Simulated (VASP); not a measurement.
# CdS (Hawleyite) (F-43m) in VASP: notebook, part 2 of 2

VASP 6.6.1. The steps go on from the part before.

### Step 4. G0W0 quasiparticle levels, PBE

Contents of POSCAR:

```
CdS
1.0
    0.0000000000      2.9165000000      2.9165000000
    2.9165000000      0.0000000000      2.9165000000
    2.9165000000      2.9165000000      0.0000000000
Cd S
1 1
Direct
    0.0000000000      0.0000000000      0.0000000000
    0.7500000000      0.7500000000      0.7500000000
```

Contents of INCAR.step1:

```
SYSTEM = CdS
PREC = Accurate ; ENCUT = 450
EDIFF = 1E-8 ; ISMEAR = 0
SIGMA = 0.01 ; LREAL = .False.
LASPH = .True. ; NELM = 60
ALGO = Normal ; LWAVE = .True.
LCHARG = .False. ; GGA = PE
```

Contents of INCAR.step2:

```
SYSTEM = CdS
PREC = Accurate ; ENCUT = 450
EDIFF = 1E-8 ; ISMEAR = 0
SIGMA = 0.01 ; LREAL = .False.
LASPH = .True. ; NELM = 1
ALGO = Exact ; LWAVE = .True.
LCHARG = .False. ; GGA = PE
NBANDS = 128 ; LOPTICS = .True.
ISTART = 1
```

Contents of INCAR.step3:

```
SYSTEM = CdS
PREC = Accurate ; ENCUT = 450
EDIFF = 1E-8 ; ISMEAR = 0
SIGMA = 0.01 ; LREAL = .False.
LASPH = .True. ; ALGO = EVGW0
LWAVE = .False. ; LCHARG = .False.
GGA = PE ; NELMGW = 1
NBANDS = 128 ; ENCUTGW = 100
NOMEGA = 48 ; PRECFOCK = Fast
ISTART = 1 ; NBANDSGW = 17
```

Contents of KPOINTS:

```
regular mesh
0
Gamma
  3 3 3
  0 0 0
```

Potentials or basis: VASP PAW PBE potentials, release 64 (Cd_GW, S_GW).

Launch:

```bash
cat potpaw_PBE.64/Cd_GW/POTCAR potpaw_PBE.64/S_GW/POTCAR > POTCAR
cp INCAR.step1 INCAR
mpirun -np 1 vasp_std > vasp.out
cp INCAR.step2 INCAR
mpirun -np 1 vasp_std > vasp.out
cp INCAR.step3 INCAR
mpirun -np 1 vasp_std > vasp.out
```

OUTCAR:

```text
SYSTEM = CdS
   PREC = Accurate
   ENCUT = 450
   EDIFF = 1E-8
   ISMEAR = 0
   LREAL = .False.
   LASPH = .True.
   GGA = PE
   NELMGW = 1
   ENCUTGW = 100
   PRECFOCK = Fast
   ISTART = 1

 Found      4 irreducible k-points:

 Following reciprocal coordinates:
            Coordinates               Weight
  0.000000  0.000000  0.000000      1.000000
  0.333333  0.000000  0.000000      8.000000
  0.333333  0.333333  0.000000      6.000000
 -0.333333  0.333333  0.000000     12.000000
   k-points           NKPTS =      4   k-points in BZ     NKDIM =     27   number of bands    NBANDS=    128
[... 60 lines left out ...]
   NELMGW              =     1    number of iterations in solving QP/BSE equation
   NELMHF              =     1    number of iterations in the inner HF iteration
   NKREDLFX            =     1    NKREDLFY  =   1   NKREDLFZ  =   1
 non-spin polarized calculation
 Gauss-broadening in eV      SIGMA  =   0.01
  energy-cutoff  :      450.00
  volume of cell :       49.62
 maximum number of plane-waves:      1089
 NGX is ok and might be reduce to    30
  NGX = 16; NGY = 16; NGZ = 16
   NGX = 15   NGY = 15   NGZ = 15
 maximum number of plane-waves:       116

 QP shifts <psi_nk| G(iteration)W_0 |psi_nk>: iteration 1
 for sc-GW calculations column KS-energies equals QP-energies in previous step
 and V_xc(KS)=  KS-energies - (<T + V_ion + V_H > + <T+V_H+V_ion>^1  + <V_x>^1)

 k-point   1 :       0.0000    0.0000    0.0000
  band No.  KS-energies  QP-energies   sigma(KS)   V_xc(KS)     V^pw_x(r,r')   Z            occupation Imag(sigma)

      1      -9.6269      -9.9191     -13.4551     -12.9919     -20.9027       0.6308       2.0000       1.1749
      2      -5.0684      -6.7086     -17.5520     -15.1709     -22.9360       0.6889       2.0000       0.4391
      3      -5.0684      -6.7086     -17.5520     -15.1709     -22.9360       0.6889       2.0000       0.4391
      4      -5.0684      -6.7086     -17.5520     -15.1709     -22.9360       0.6889       2.0000       0.4391
      5      -4.5976      -6.3437     -17.9994     -15.4962     -23.2435       0.6976       2.0000       0.4011
      6      -4.5976      -6.3437     -17.9994     -15.4962     -23.2435       0.6976       2.0000       0.4011
[... 59 lines left out ...]
      3      -4.8169      -6.4985     -17.8346     -15.4167     -23.1912       0.6955       2.0000       0.4384
      4      -4.6468      -6.3885     -17.9140     -15.4189     -23.1757       0.6981       2.0000       0.4116
      5      -4.5750      -6.3267     -18.0098     -15.5085     -23.2673       0.7003       2.0000       0.4042
      6      -4.0334      -5.6284     -17.8800     -15.5957     -23.1416       0.6982       2.0000       0.4298
[... 9 lines left out ...]
     16      17.1131      17.4657      -9.6816     -10.1620      -3.8311       0.7341       0.0000      -0.5420
     17      17.7266      18.2200     -10.3584     -11.0242      -4.1776       0.7410       0.0000      -0.7052
```

OUTCAR.step1:

```text
SYSTEM = CdS
   PREC = Accurate
   ENCUT = 450
   EDIFF = 1E-8
   ISMEAR = 0
   LREAL = .False.
   LASPH = .True.
[... 171 lines left out ...]
      0.00000      0.00000      0.00000         0.000000      0.000000      0.000000
      4.37475      4.37475      4.37475        -0.000000     -0.000000     -0.000000
 -----------------------------------------------------------------------------------
    total drift:                               -0.000000     -0.000000     -0.000000

  FREE ENERGIE OF THE ION-ELECTRON SYSTEM (eV)
  ---------------------------------------------------
  free  energy   TOTEN  =        -6.0051047980 eV

  energy  without entropy=       -6.0051047980  energy(sigma->0) =       -6.00510480
```

OUTCAR.step2:

```text
SYSTEM = CdS
   PREC = Accurate
   ENCUT = 450
   EDIFF = 1E-8
[... 539 lines left out ...]
  --------------------------------------------------------------------------------------------------------------
     0.00000    20.29787    20.29787    20.29787    -0.00000    -0.00000     0.00000
     1.30169   -17.26930   -17.26930   -17.26930    -0.00000    -0.00000     0.00000
     2.60338     8.85523     8.85523     8.85523    -0.00000    -0.00000     0.00000
     3.90507    -4.74194    -4.74194    -4.74194    -0.00000    -0.00000     0.00000
     5.20675    15.05185    15.05185    15.05185    -0.00000    -0.00000     0.00000
     6.50844    -2.91928    -2.91928    -2.91928     0.00000     0.00000    -0.00000
[... 92 lines left out ...]
   127.56548     0.95732     0.95732     0.95732     0.00000     0.00000    -0.00000
   128.86717     0.95831     0.95831     0.95831     0.00000     0.00000    -0.00000
```

Wall time 36 s (1 thread of Intel Xeon 6975P-C (Granite Rapids), shared host); peak memory 0.34 GiB.

The run converged, but some of its settings lie outside the range that counts as converged, so its numbers aren't taken as properties of the crystal.

Results:

```yaml
Band_gap_on_the_k_mesh_mean-field_level: 1.10 eV, direct
Quasiparticle_gap: 1.77 eV
Least_direct_quasiparticle_gap: 1.77 eV
```

Caveat: the k mesh is coarse (spacing up to 0.62 Å⁻¹), so the values aren't converged; bands, screening cutoff and mesh are small and nothing is extrapolated, so the quasiparticle values aren't converged.

### Step 5. G0W0 quasiparticle levels, PBE

POSCAR is that of step 4.

INCAR.step1 is that of step 4.

INCAR.step2 is that of step 4.

INCAR.step3, as its differences from that of step 4:

```diff
@@ -7,3 +7,3 @@
 GGA = PE ; NELMGW = 1
-NBANDS = 128 ; ENCUTGW = 100
+NBANDS = 128 ; ENCUTGW = 150
 NOMEGA = 48 ; PRECFOCK = Fast
```

KPOINTS is that of step 4.

Potentials or basis: VASP PAW PBE potentials, release 64 (Cd_GW, S_GW).

Launch:

```bash
cat potpaw_PBE.64/Cd_GW/POTCAR potpaw_PBE.64/S_GW/POTCAR > POTCAR
cp INCAR.step1 INCAR
mpirun -np 1 vasp_std > vasp.out
cp INCAR.step2 INCAR
mpirun -np 1 vasp_std > vasp.out
cp INCAR.step3 INCAR
mpirun -np 1 vasp_std > vasp.out
```

OUTCAR:

```text
SYSTEM = CdS
   PREC = Accurate
   ENCUT = 450
   EDIFF = 1E-8
   ISMEAR = 0
   LREAL = .False.
   LASPH = .True.
   GGA = PE
   NELMGW = 1
   ENCUTGW = 150
   PRECFOCK = Fast
   ISTART = 1

 Found      4 irreducible k-points:

 Following reciprocal coordinates:
            Coordinates               Weight
  0.000000  0.000000  0.000000      1.000000
  0.333333  0.000000  0.000000      8.000000
  0.333333  0.333333  0.000000      6.000000
 -0.333333  0.333333  0.000000     12.000000
   k-points           NKPTS =      4   k-points in BZ     NKDIM =     27   number of bands    NBANDS=    128
   number of dos      NEDOS =    301   number of ions     NIONS =      2
   total plane-waves  NPLWV =  27000
   dimension x,y,z NGX =    30 NGY =   30 NGZ =   30
   dimension x,y,z NGXF=    60 NGYF=   60 NGZF=   60
   ions per type =               1   1
   NGX,Y,Z   is equivalent  to a cutoff of  12.09, 12.09, 12.09 a.u.
   NGXF,Y,Z  is equivalent  to a cutoff of  24.18, 24.18, 24.18 a.u.
 SYSTEM =  CdS
   PREC   = accura    normal or accurate (medium, high low for compatibility)
   ISTART =      1    job   : 0-new  1-cont  2-samecut
   ICHARG =      0    charge: 1-file 2-atom 10-const
   ISPIN  =      1    spin polarized calculation?
   LNONCOLLINEAR =      F non collinear calculations
   LSORBIT =      F    spin-orbit coupling
   LASPH  =      T    aspherical Exc in radial PAW
   ENCUT  =  450.0 eV  33.07 Ry    5.75 a.u.   7.13  7.13  7.13*2*pi/ulx,y,z
   NELM   =     60;   NELMIN=  2; NELMDL=  0     # of ELM steps
   EDIFF  = 0.1E-07   stopping-criterion for ELM
   LREAL  =      F    real-space projection
   EDIFFG = 0.1E-06   stopping-criterion for IOM
   NSW    =      0    number of steps for IOM
   IBRION =     -1    ionic relax: 0-MD 1-quasi-New 2-CG
   NFREE  =      0    steps in history (QN), initial steepest desc. (CG)
   ISIF   =      0    stress and relaxation
   ISYM   =      3    0-nonsym 1-usesym 2-fastsym
   POTIM  = 0.5000    time-step for ionic-motion
   TEBEG  =    0.0;   TEEND  =   0.0 temperature during run
   PSTRESS=    0.0 pullay stress
   NELECT =      18.0000    total number of electrons
   NUPDOWN=      -1.0000    fix difference up-down
   EMIN   =  10.00;   EMAX   =-10.00  energy-range for DOS
   EFERMI =   0.00;   METHOD = LEGACY
   ISMEAR =     0;   SIGMA  =   0.01  broadening in eV -4-tet -1-fermi 0-gaus
   EFERMI_NEDOS =   21; number of points for ismear=-14 and -15
   IALGO  =     38    algorithm
   IMIX   =      4    mixing-type and parameters
     AMIX     =   0.40;   BMIX     =  1.00
     AMIX_MAG =   1.60;   BMIX_MAG =  1.00
  volume/ion in A,a.u.               =      24.81       167.41
  Fermi-wavevector in a.u.,A,eV,Ry     =   1.167599  2.206442 18.548649  1.363287
  Thomas-Fermi vector in A             =   2.304097
   LORBIT       =      0    0 simple, 1 ext, 2 COOP (PROOUT), +10 PAW based schemes
   GGA     = PE    functional components
   LHFCALC =     T    Hartree Fock is set to
   PRECFOCK=fast      Normal, Fast or Accurate (Low or Medium for compatibility)
   ENCUT4O =  -1.0   cutoff for four orbital integrals eV
   NKREDX  =     1    reduce k-point grid by
   NKREDY  =     1    reduce k-point grid by
   NKREDZ  =     1    reduce k-point grid by
   AEXX    =    1.0000 exact exchange contribution
   HFSCREEN=    0.0000 screening length (either q_TF or 0.3 A-1)
   HFSCREENC=   0.0000 screening length for correlation (either q_TF or 0.3 A-1)
   ENCUTFOCK=  -1.0 apply spherical cutoff to Coloumb kernel
   IVDW    =     0    specifies the selected vdW correction
   LEPSILON=     F    determine dielectric tensor
   LRPA    =     F    only Hartree local field effects (RPA)
   LRPAFORCE           =     F    calculate RPA forces
   ENCUTGW             = 150.0    cutoff for response function in eV
   ENCUTGWSOFT         = 120.0    soft cutoff for Coulomb kernel in GW response function in eV
   ENCUTLF             =  -1.0    cutoff for local field effects
   NELMGW              =     1    number of iterations in solving QP/BSE equation
   NELMHF              =     1    number of iterations in the inner HF iteration
   NKREDLFX            =     1    NKREDLFY  =   1   NKREDLFZ  =   1
 non-spin polarized calculation
 Gauss-broadening in eV      SIGMA  =   0.01
  energy-cutoff  :      450.00
  volume of cell :       49.62
 maximum number of plane-waves:      1089
 NGX is ok and might be reduce to    30
  NGX = 16; NGY = 16; NGZ = 16
   NGX = 15   NGY = 15   NGZ = 15
 maximum number of plane-waves:       212

 QP shifts <psi_nk| G(iteration)W_0 |psi_nk>: iteration 1
 for sc-GW calculations column KS-energies equals QP-energies in previous step
 and V_xc(KS)=  KS-energies - (<T + V_ion + V_H > + <T+V_H+V_ion>^1  + <V_x>^1)

 k-point   1 :       0.0000    0.0000    0.0000
  band No.  KS-energies  QP-energies   sigma(KS)   V_xc(KS)     V^pw_x(r,r')   Z            occupation Imag(sigma)

      1      -9.6269     -10.0144     -13.6072     -12.9919     -20.9027       0.6298       2.0000       1.1698
      2      -5.0684      -6.7358     -17.5981     -15.1709     -22.9360       0.6870       2.0000       0.4295
      3      -5.0684      -6.7358     -17.5981     -15.1709     -22.9360       0.6870       2.0000       0.4295
      4      -5.0684      -6.7358     -17.5981     -15.1709     -22.9360       0.6870       2.0000       0.4295
      5      -4.5976      -6.3726     -18.0478     -15.4962     -23.2435       0.6956       2.0000       0.3902
      6      -4.5976      -6.3726     -18.0478     -15.4962     -23.2435       0.6956       2.0000       0.3902
[... 9 lines left out ...]
     16      14.1407      14.0459      -8.0178      -7.8901      -2.3983       0.7425       0.0000      -0.3503
     17      15.9596      15.7966      -7.4344      -7.2158      -2.1079       0.7462       0.0000      -0.4517
[... 46 lines left out ...]
      1      -9.0987      -9.5518     -14.4427     -13.7258     -21.5520       0.6321       2.0000       1.0361
      2      -4.8899      -6.5938     -17.6624     -15.2036     -22.9342       0.6930       2.0000       0.4249
      3      -4.8169      -6.5275     -17.8834     -15.4167     -23.1912       0.6935       2.0000       0.4297
      4      -4.6468      -6.4166     -17.9609     -15.4189     -23.1757       0.6962       2.0000       0.4022
      5      -4.5750      -6.3559     -18.0585     -15.5085     -23.2673       0.6984       2.0000       0.3936
      6      -4.0334      -5.6692     -17.9451     -15.5957     -23.1416       0.6962       2.0000       0.4255
[... 9 lines left out ...]
     16      17.1131      17.4359      -9.7219     -10.1620      -3.8311       0.7335       0.0000      -0.5446
     17      17.7266      18.1789     -10.4136     -11.0242      -4.1776       0.7405       0.0000      -0.7128
```

Run time: 48 s. Hardware: 1 thread of Intel Xeon 6975P-C (Granite Rapids), shared host; peak memory 0.34 GiB.

These settings aren't checked as converged: the numbers below hold their error.

What came out:

| Property | Result |
| --- | --- |
| Band gap on the k mesh, mean-field level | 1.10 eV, direct |
| Quasiparticle gap | 1.81 eV |
| Least direct quasiparticle gap | 1.81 eV |

Caveat: the k mesh is coarse (spacing up to 0.62 Å⁻¹), so the values aren't converged; bands, screening cutoff and mesh are small and nothing is extrapolated, so the quasiparticle values aren't converged.
